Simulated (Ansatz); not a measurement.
# Mg₂Si, one cell by several methods

```yaml
crystal:
  lattice:
    - [0.00000, 3.19500, 3.19500]
    - [3.19500, 0.00000, 3.19500]
    - [3.19500, 3.19500, 0.00000]
  atoms:
    - { symbol: Mg, position: [0.25000, 0.25000, 0.25000] }
    - { symbol: Mg, position: [0.75000, 0.75000, 0.75000] }
    - { symbol: Si, position: [0.00000, 0.00000, 0.00000] }
```

Atoms are numbered in the order listed.

The cell is COD entry 9009039, as deposited and not checked against the literature; nothing was relaxed. It differs from other determinations.

Levels of theory: DFT, PBEsol, PAW with Ansatz's default frozen-core files, scalar-relativistic (Ansatz 0.2.0); DFT, PBEsol, all-electron PAW with datasets made for the crystal, scalar-relativistic (Ansatz 0.2.0); DFT, PBEsol, all-electron LAPW, scalar-relativistic (Ansatz 0.2.0).

For PAW: a Γ-centred 9×9×9 k mesh, Fermi–Dirac smearing of 0.05 eV, cutoff 420 eV, no spin polarisation; the PAW files were made with PBE, and the program remakes their frozen cores for this functional. The crystal-made all-electron datasets (AE datasets) take a cutoff of 140 eV at this cell. LAPW targets a basis error of 0.5 meV/atom. The Ansatz runs share mesh, smearing and spin set-up. Plane-wave (PAW) pressures include the program's estimate of the Pulay term.

Stress and pressure are positive in compression.

Levels count from the top of the valence band.

```csv
quantity,PAW,AE datasets,LAPW
pressure (GPa),-1.60,-1.63,-1.63
band gap (eV),0.150,0.152,0.152
highest filled level at W (eV),-2.637,-2.636,-2.636
lowest empty level at W (eV),2.606,2.606,2.606
highest filled level at Γ (eV),0.000,0.000,0.000
lowest empty level at Γ (eV),1.699,1.701,1.701
highest filled level at U (eV),-1.607,-1.606,-1.606
lowest empty level at U (eV),0.645,0.647,0.647
```

PAW's pressure differs from the LAPW value by +0.03 GPa.
